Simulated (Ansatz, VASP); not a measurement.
## MgO in VASP and in Ansatz

```xyz
2
Lattice="0.0000 2.1272 2.1272 2.1272 0.0000 2.1272 2.1272 2.1272 0.0000" Properties=species:S:1:pos:R:3 pbc="T T T"
Mg    0.0849    0.0000    0.0000
O     1.9982    2.1272    2.1272
```

Change from the starting cell: mode 4 frozen in at -0.129 Å and mode 5 at -0.000 Å (largest displacements).

Alike in both runs: task single point; functional PBE; k mesh 10 × 10 × 10; occupations gaussian, width 0.05 eV; no spin polarisation.

|  | VASP | Ansatz |
| --- | --- | --- |
| version | VASP 6.6.1 | Ansatz 0.2.0 |
| potentials or method | VASP PAW PBE potentials, release 64 (Mg, O) | scalar-relativistic, plane waves, PAW |
| plane-wave cutoff (eV) | 520 | 520 |
| valence electrons in the cell | 8 | 16 |

VASP gave:

- gap on the k mesh at the Fermi level (eV): 4.43
- least direct gap on the mesh (eV): 4.43
- pressure (GPa): 3.5
- largest component of the traceless stress (GPa): 10.35
- rms of the force components (eV/Å): 0.801

Question: Estimate Ansatz's values.

Answer: gap on the k mesh at the Fermi level (eV): 4.45; least direct gap on the mesh (eV): 4.45; pressure (GPa): 4.2; largest component of the traceless stress (GPa): 10.20; rms of the force components (eV/Å): 0.791.

Atom by atom the forces differ by 0.010 eV/Å (rms over components). With one functional, cell and mesh, what is left measures potentials, basis and numerics. The two sets of potentials don't hold the same shells in valence.

Caveats: forces of over 1 eV/Å show positions far from the minimum, so gaps and moduli don't describe the material at rest.
